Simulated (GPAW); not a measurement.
Crystal: HfO2.

```
Hf O
1.0
     3.55802    0.00000    0.00000
     0.00000    3.55802    0.00000
     0.00000    0.00000    5.17186
Hf O
2 4
Direct
  0.00000 0.00000 0.00000
  0.50000 0.50000 0.50000
  0.00000 0.50000 0.19721
  0.50000 0.00000 0.30279
  0.50000 0.00000 0.80279
  0.00000 0.50000 0.69721
```

Measurements of this composition are mostly on another form, of space group No. 14.

Base run:

- Program: GPAW 26.7.0
- Functional: AM05
- Potentials or basis: PAW data sets generated in the run's folder for this functional
- Cutoff: 800 eV
- Basis: pw
- k mesh: 7 × 7 × 5
- Occupations: fermi-dirac, width 0.05 eV
- Spin: no spin polarisation

Its results: band gap on the k mesh 4.66 eV, indirect (least direct gap 4.73 eV); pressure 2.8 GPa; largest force 0.200 eV/Å.

Problem. After a change of settings the same cell gave: band gap on the k mesh 4.79 eV, indirect (least direct gap 4.86 eV); pressure 15.1 GPa; largest force 0.150 eV/Å. Which change was it?
A. functional from AM05 to TPSS; potentials or basis from PAW data sets generated in the run's folder for this functional to GPAW PAW data sets (gpaw-data 1.2.1)
B. functional from AM05 to LDA; potentials or basis from PAW data sets generated in the run's folder for this functional to the program's PAW data sets (release 1.2.1) made for this functional
C. functional from AM05 to PBEsol
D. functional from AM05 to BLYP

Solution. D.

BLYP binds less tightly than AM05, so the same cell stands under more pressure.

Caveats: spin-orbit coupling is left out, which moves the levels of the heavy elements; an odd mesh through Γ misses points on the zone boundary, where band edges often lie.
